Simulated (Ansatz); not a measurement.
## NiO under changes of volume

One of the cells (11.908 Å³/atom); the others are scaled copies at fixed shape and fractional positions:

```
Ni O
1.0
     0.00000    2.28355    2.28355
     2.28355    0.00000    2.28355
     2.28355    2.28355    0.00000
Ni O
1 1
Cartesian
  0.0000 0.0000 0.0000
  1.1418 1.1418 1.1418
```

Measurements of this composition are mostly on another form, of space group No. 225.

```yaml
Program: Ansatz 0.2.0
Functional: PBE
Potentials_or_basis: Ansatz PAW
Cutoff: "420 eV (not typed: the program's choice for these potentials)"
k_mesh: 10 × 10 × 10
Occupations: fermi-dirac, width 0.05 eV
Spin: collinear spin, ferromagnetic start
Starting_moments: "[1.0, 0.0] μB"
```

```tsv
volume (Å³/atom)	energy over the lowest point (meV/atom)	pressure (GPa)	moment (μB per cell)
11.193	0.00	0.8	1.93
11.431	1.06	-2.2	1.95
11.670	6.26	-4.9	1.97
11.908	15.25	-7.3	1.98
12.146	?	?	?
12.384	43.18	-11.4	1.99
12.622	61.51	-13.1	2.00
```

Question: What does the run at 12.146 Å³/atom give?

Answer: Energy over the lowest point 27.66 meV/atom; pressure -9.5 GPa; moment 1.99 μB per cell.

Worked out: A Birch-Murnaghan fit of order 3 (a polynomial in V^(-2/3)) to the other rows has its minimum at 11.25 Å³/atom with B0 = V·E''(V) = 142 GPa and B' = 3.6. It gives 27.66 meV/atom at 12.146 Å³/atom, against the run's 27.66, and -dE/dV = -9.4 GPa, against -9.5. A parabola through the other rows of the moment, of slope 0.0316 μB per Å³/atom there, gives 1.99 μB, against the run's 1.99.

Energies are extrapolated to zero smearing.

Caveats: a cell with one magnetic atom can't hold antiferromagnetic order, which such compounds often take.
